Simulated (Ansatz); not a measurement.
# NbN (rocksalt type): the cost of one run

Program: Ansatz 0.2.0. Level of theory: DFT PBE, with the methods named in each step. These are calculated values, not measurements.

1 further run of the same task is left out (it didn't finish).

## 1. The starting structure

It takes space group Fm-3m (No. 225, cubic). Conventional cell: a = 4.422 Å, b = 4.422 Å, c = 4.422 Å, α = 90.00°, β = 90.00°, γ = 90.00°. Nb (site symmetry m-3m) is surrounded by 6 N at 2.21 Å. N (site symmetry m-3m) is surrounded by 6 Nb at 2.21 Å.

Structure file:

```cif
data_structure
_symmetry_space_group_name_H-M 'P 1'
_symmetry_Int_Tables_number 1
_cell_length_a 3.1268
_cell_length_b 3.1268
_cell_length_c 4.4219
_cell_angle_alpha 90.000
_cell_angle_beta 90.000
_cell_angle_gamma 90.000
_cell_volume 43.23
loop_
_atom_site_label
_atom_site_type_symbol
_atom_site_fract_x
_atom_site_fract_y
_atom_site_fract_z
_atom_site_occupancy
Nb1 Nb 0.00000 0.00000 0.00000 1
Nb2 Nb 0.50000 0.50000 0.50000 1
N1 N 0.50000 0.50000 0.00000 1
N2 N 0.00000 0.00000 0.50000 1
```

Atoms are numbered in the order of the input: Nb1, Nb2, N3, N4.

## 2. Bulk in the slab's orientation, LAPW

The input, input.yaml:

```yaml
crystal:
  lattice:
    - [2.2109713327, 2.2109713327, 0.0]
    - [-2.2109713327, 2.2109713327, 0.0]
    - [0.0, 0.0, 4.4219426654]
  atoms:
    - { symbol: Nb, position: [0.0, 0.0, 0.0] }
    - { symbol: Nb, position: [0.5, 0.5, 0.5] }
    - { symbol: "N", position: [0.5, 0.5, 0.0] }
    - { symbol: "N", position: [0.0, 0.0, 0.5] }
kpoints:
  mp_grid: { grid: [13, 13, 9] }
scf:
  occupations: { method: fermi_dirac, width: 0.1 }
hamiltonian:
  xc: pbe
  pseudopotentials: { kind: all_electron, lapw: { basis_error: 0.001 } }
output:
  forces: true
  stress: true
  eigenvalues: true
```

The run is started by

```sh
$ ansatz run input.yaml --threads 1 --pin off --max-ram 3584MiB --backend cpu --events-out ev --progress --plain --runs-dir out
```

Q: Estimate wall time and peak memory on 1 thread of Intel Xeon 6975P-C (Granite Rapids), shared host.

About 53 s, with a peak of 0.91 GiB.
